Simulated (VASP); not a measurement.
Si:

```
Si
1.0
     1.61322    0.93139    7.79658
    -1.61322    0.93139    7.79658
     0.00000   -1.86278    7.79658
Si
3
Direct
  0.00000 0.00000 0.00000
  0.22222 0.22222 0.22222
  0.77778 0.77778 0.77778
```

The cell was built by a generator and needn't be a form met in nature.

```yaml
Program: VASP 6.6.1
Task: relaxation of cell and atoms
Functional: PBE
Potentials_or_basis: VASP PAW PBE potentials, release 64 (Si)
Cutoff: 600 eV
k_mesh: 6 × 6 × 6
Occupations: gaussian, width 0.1 eV
Spin: no spin polarisation
```

At the start: pressure -14.6 GPa; volume 23.43 Å³/atom.

Where does the relaxation end?

Over 11 steps the energy falls by 655.1 meV/atom and the volume is 14.63 Å³/atom (-37.5 %); space group R-3m (No. 166, to 0.05 Å).

Step by step:
```tsv
step	energy change (eV)	largest force (eV/Å)	pressure (GPa)	volume (Å³)
1	0.0000	0.0405	-14.62	70.29
2	-1.6606	0.0953	-9.37	50.70
3	-1.9061	0.0673	-1.56	44.53
4	-1.9123	0.0545	0.94	43.28
5	-1.9124	0.0590	-0.02	43.74
6	-1.9621	0.0723	1.10	43.36
7	-1.9622	0.0683	1.04	43.37
8	-1.9642	0.0589	-0.20	44.00
9	-1.9642	0.0594	-0.11	43.94
10	-1.9646	0.0480	-0.09	43.93
11	-1.9653	0.0169	-0.01	43.90
```

Final structure:
```
CELL_PARAMETERS angstrom
1.41615 0.81761 6.31954
-1.41615 0.81761 6.31954
0.00000 -1.63523 6.31954
ATOMIC_POSITIONS crystal
Si 0.00000 0.00000 0.00000
Si 0.22307 0.22307 0.22307
Si 0.77693 0.77693 0.77693
```

Caveat: the k mesh is coarse (spacing up to 0.38 Å⁻¹), so the values aren't converged; the volume moved by over 15 % at a fixed basis, so the end points are rough.
